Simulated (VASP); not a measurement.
Output of a VASP run:

### OUTCAR
```
 ion  position               nearest neighbor table
   1  0.000  0.000  0.000-   2 2.73   3 2.73   3 2.73   3 2.73   3 2.73   2 2.73   2 2.73   2 2.73
  LATTYP: Found a face centered cubic cell.
 ALAT       =     6.3128900000
 Subroutine PRICEL returns:
 Original cell was already a primitive cell.
 Subroutine GETGRP returns: Found 48 space group operations
The static configuration has the point symmetry O_h .
The dynamic configuration has the point symmetry O_h .
 Subroutine INISYM returns: Found 48 space group operations
 Subroutine IBZKPT returns following result:
 Found     10 irreducible k-points:

 Following reciprocal coordinates:
            Coordinates               Weight
  0.000000  0.000000  0.000000      1.000000
  0.200000  0.000000  0.000000      8.000000
  0.400000  0.000000  0.000000      8.000000
  0.200000  0.200000  0.000000      6.000000
  0.400000  0.200000  0.000000     24.000000
 -0.400000  0.200000  0.000000     24.000000
 -0.200000  0.200000  0.000000     12.000000
  0.400000  0.400000  0.000000      6.000000
 -0.400000  0.400000  0.000000     12.000000
 -0.400000  0.400000  0.200000     24.000000
   k-points           NKPTS =     10   k-points in BZ     NKDIM =     10   number of bands    NBANDS=     16
   number of dos      NEDOS =    301   number of ions     NIONS =      3
   total plane-waves  NPLWV =  27000
   dimension x,y,z NGX =    30 NGY =   30 NGZ =   30
   dimension x,y,z NGXF=    60 NGYF=   60 NGZF=   60
   ions per type =               1   2
   PREC   = accura    normal or accurate (medium, high low for compatibility)
   ISTART =      0    job   : 0-new  1-cont  2-samecut
   ICHARG =      2    charge: 1-file 2-atom 10-const
   ISPIN  =      1    spin polarized calculation?
   LNONCOLLINEAR =      F non collinear calculations
   LSORBIT =      F    spin-orbit coupling
   INIWAV =      1    electr: 0-lowe 1-rand  2-diag
   ENCUT  =  400.0 eV  29.40 Ry    5.42 a.u.   7.28  7.28  7.28*2*pi/ulx,y,z
   NELM   =    100;   NELMIN=  2; NELMDL= -5     # of ELM steps
   EDIFF  = 0.1E-05   stopping-criterion for ELM
   LREAL  =      F    real-space projection
   NLSPLINE    = F    spline interpolate recip. space projectors
   LMAXMIX     =    4 max onsite mixed and CHGCAR
   VOSKOWN=      0    Vosko Wilk Nusair interpolation
   EDIFFG = 0.1E-04   stopping-criterion for IOM
   NSW    =      0    number of steps for IOM
   NBLOCK =      1;   KBLOCK =      1    inner block; outer block
   IBRION =     -1    ionic relax: 0-MD 1-quasi-New 2-CG
   NFREE  =      0    steps in history (QN), initial steepest desc. (CG)
   ISIF   =      2    stress and relaxation
   ISYM   =      2    0-nonsym 1-usesym 2-fastsym
   TEIN   =    0.0    initial temperature
   TEBEG  =    0.0;   TEEND  =   0.0 temperature during run
   SMASS  =  -3.00    Nose mass-parameter (am)
   PSTRESS=    0.0 pullay stress
   NELECT =      24.0000    total number of electrons
   EFERMI =   0.00;   METHOD = LEGACY
   ISMEAR =     0;   SIGMA  =   0.01  broadening in eV -4-tet -1-fermi 0-gaus
   IALGO  =     38    algorithm
   LDIAG  =      T    sub-space diagonalisation (order eigenvalues)
   IMIX   =      4    mixing-type and parameters
     AMIX     =   0.40;   BMIX     =  1.00
     AMIX_MAG =   1.60;   BMIX_MAG =  1.00
     AMIN     =   0.10
   GGA     = CA    functional components
   VOSKOWN =     0    Vosko Wilk Nusair interpolation
   LHFCALC =     F    Hartree Fock is set to
   LHFONE  =     F    Hartree Fock one center treatment
   AEXX    =    0.0000 exact exchange contribution
   IVDW    =     0    specifies the selected vdW correction
   LEPSILON=     F    determine dielectric tensor
   LRPA    =     F    only Hartree local field effects (RPA)
  energy-cutoff  :      400.00
  volume of cell :       62.90
      direct lattice vectors                 reciprocal lattice vectors
     0.000000000  3.156445000  3.156445000    -0.158406055  0.158406055  0.158406055
     3.156445000  0.000000000  3.156445000     0.158406055 -0.158406055  0.158406055
     3.156445000  3.156445000  0.000000000     0.158406055  0.158406055 -0.158406055
 k-point     1 :   0.0000 0.0000 0.0000  plane waves:    1139
...
```

### OSZICAR
```
       N       E                     dE             d eps       ncg     rms          rms(c)
DAV:   1     0.139370087464E+03    0.13937E+03   -0.11715E+04   320   0.114E+03
DAV:   2    -0.144863507775E+02   -0.15386E+03   -0.15070E+03   432   0.258E+02
DAV:   3    -0.201503550988E+02   -0.56640E+01   -0.56603E+01   408   0.602E+01
DAV:   4    -0.202275347424E+02   -0.77180E-01   -0.77173E-01   472   0.597E+00
DAV:   5    -0.202302218928E+02   -0.26872E-02   -0.26871E-02   416   0.671E-01    0.778E+00
DAV:   6    -0.186347643256E+02    0.15955E+01   -0.87118E+00   320   0.214E+01    0.420E+00
DAV:   7    -0.185670947460E+02    0.67670E-01   -0.29296E-01   408   0.477E+00    0.205E+00
DAV:   8    -0.185306222122E+02    0.36473E-01   -0.47230E-02   392   0.236E+00    0.228E-01
DAV:   9    -0.185329339002E+02   -0.23117E-02   -0.82889E-03   432   0.524E-01    0.137E-01
DAV:  10    -0.185337591010E+02   -0.82520E-03   -0.21581E-03   328   0.311E-01    0.453E-02
DAV:  11    -0.185337173764E+02    0.41725E-04   -0.25756E-04   400   0.112E-01    0.114E-02
DAV:  12    -0.185337248532E+02   -0.74768E-05   -0.12013E-05   320   0.258E-02    0.662E-03
DAV:  13    -0.185337236533E+02    0.12000E-05   -0.73294E-06   448   0.161E-02    0.273E-03
DAV:  14    -0.185337236250E+02    0.28284E-07   -0.41109E-07   208   0.505E-03
   1 F= -.18533724E+02 E0= -.18533724E+02  d E =-.648260E-27
```

### OUTCAR
```
------------------------ aborting loop because EDIFF is reached ----------------------------------------
  FORCE on cell =-STRESS in cart. coord.  units (eV):
  Direction    XX          YY          ZZ          XY          YZ          ZX
  --------------------------------------------------------------------------------------
  Total       -4.5500464     -4.5500464     -4.5500464      0.0000000      0.0000000      0.0000000
  in kB     -115.9048833   -115.9048833   -115.9048833      0.0000000      0.0000000      0.0000000
  external PRESSURE =    -115.9048833 kB  Pullay stress =       0.0000000 kB
  volume of cell :       62.90
      direct lattice vectors                 reciprocal lattice vectors
     0.000000000  3.156445000  3.156445000    -0.158406055  0.158406055  0.158406055
     3.156445000  0.000000000  3.156445000     0.158406055 -0.158406055  0.158406055
     3.156445000  3.156445000  0.000000000     0.158406055  0.158406055 -0.158406055
 POSITION                                       TOTAL-FORCE (eV/Angst)
 -----------------------------------------------------------------------------------
      0.00000      0.00000      0.00000        -0.000000     -0.000000     -0.000000
      1.57822      1.57822      1.57822        -0.000000     -0.000000     -0.000000
      4.73467      4.73467      4.73467         0.000000      0.000000      0.000000
 -----------------------------------------------------------------------------------
    total drift:                                0.000000     -0.000000      0.000000
  FREE ENERGIE OF THE ION-ELECTRON SYSTEM (eV)
  ---------------------------------------------------
  free  energy   TOTEN  =       -18.5337236250 eV

  energy  without entropy=      -18.5337236250  energy(sigma->0) =      -18.53372362
```
(Selected blocks of OUTCAR.)

### POSCAR
```
BaF2
1
    0.0000000000     3.1564450000     3.1564450000
    3.1564450000     0.0000000000     3.1564450000
    3.1564450000     3.1564450000     0.0000000000
Ba F
1 2
Direct
  0.0000000000   0.0000000000   0.0000000000
  0.2500000000   0.2500000000   0.2500000000
  0.7500000000   0.7500000000   0.7500000000
```

### Question
Write an INCAR and KPOINTS that could have produced this output.

### Answer
This is not unique; one that fits is the input of the run itself, LDA (Ceperley-Alder, Perdew-Zunger), plane waves, VASP's LDA PAW potentials (set 64).

**INCAR**
```
# general
SYSTEM  = BaF2
PREC    = Accurate
ENCUT   = 400
LREAL   = .False.
LASPH   = .True.

# electronic loop
EDIFF   = 1E-6
NELM    = 100
ALGO    = Normal
LMAXMIX = 4

# smearing
ISMEAR  = 0
SIGMA   = 0.01

# ions
ISIF    = 2

# output
LWAVE   = .False.
LCHARG  = .False.
```

### KPOINTS
```
Automatic mesh
0
Gamma
5 5 5
0 0 0
```

POTCAR, in this order: Ba_sv F (LDA.64 set). Program: vasp_std.

At this cut-off the stress carries a Pulay error, which pulls relaxed volumes low.

The structure comes from a computed database's BaF2 entry; how it stands against other phases isn't given here. The cell was not relaxed at this level. The run is one of a series of settings (GGA removed, POTCAR Ba_sv F (LDA.64 set) against the base run), some of them coarse on purpose.
